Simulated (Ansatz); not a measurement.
# In (omega type): a single-point run

The task is a single-point run on In (omega type). The structure is shown as the input types it.

Computed with Ansatz 0.2.0 (DFT, PBE, all-electron LAPW, scalar-relativistic, unless a step's input says otherwise).

## (1) The system as given

Symmetry: P6/mmm, No. 191, hexagonal system. Conventional cell: a = 4.008 Å, b = 4.008 Å, c = 2.410 Å, α = 90.00°, β = 90.00°, γ = 120.00°. Around In (site symmetry 6/mmm) lie 14 In at 2.41 to 2.61 Å. In (site symmetry -6m2) is surrounded by 11 In at 2.31 to 2.61 Å.

As a file:

```xyz
3
Lattice="4.0077 0.0000 0.0000 -2.0039 3.4708 0.0000 0.0000 0.0000 2.4104" Properties=species:S:1:pos:R:3 pbc="T T T"
In    0.0000    0.0000    0.0000
In    0.0000    2.3139    1.2052
In    2.0039    1.1569    1.2052
```

## (2) Input and run

Contents of input.yaml:

```yaml
crystal:
  lattice:
    - [4.007737549, 0.0, 0.0]
    - [-2.0038687745, 3.4708025292, 0.0]
    - [0.0, 0.0, 2.4104422058]
  atoms:
    - { symbol: In, position: [0.0, 0.0, 0.0] }
    - { symbol: In, position: [0.3333333333, 0.6666666667, 0.5] }
    - { symbol: In, position: [0.6666666667, 0.3333333333, 0.5] }
kpoints:
  mp_grid: { grid: [8, 8, 10] }
  band_path:
    path:
      - [0.0, 0.0, 0.0]
      - [0.5, 0.0, 0.0]
      - [0.3333333333, 0.3333333333, 0.0]
      - [0.0, 0.0, 0.0]
      - [0.0, 0.0, 0.5]
      - [0.5, 0.0, 0.5]
      - [0.3333333333, 0.3333333333, 0.5]
      - [0.0, 0.0, 0.5]
      - [0.5, 0.0, 0.5]
    npoints: 8
scf:
  occupations: { method: methfessel_paxton, width: 5.0 }
  max_iter: 75
hamiltonian:
  xc: pbe
  pseudopotentials: { kind: all_electron, lapw: { basis_error: 0.001 } }
output:
  forces: true
  stress: true
  eigenvalues: true
  populations: true
```

On the command line:

```
ansatz run input.yaml --threads 1 --pin off --max-ram 3072MiB --backend cpu --events-out ev --progress --plain --runs-dir out
```

**Question.** How will this run end, and is anything wrong with its input?

The run converged and reported no error. It gives a pressure of 327 GPa, which is large; a structure far from rest gives such values too, whatever the setting.

In the input, scf.occupations.method is methfessel_paxton; scf.occupations.width is 5.0. A smearing this wide moves electrons out of filled levels into empty ones.

To check: set scf.occupations.method to fermi_dirac and scf.occupations.width to 0.1.
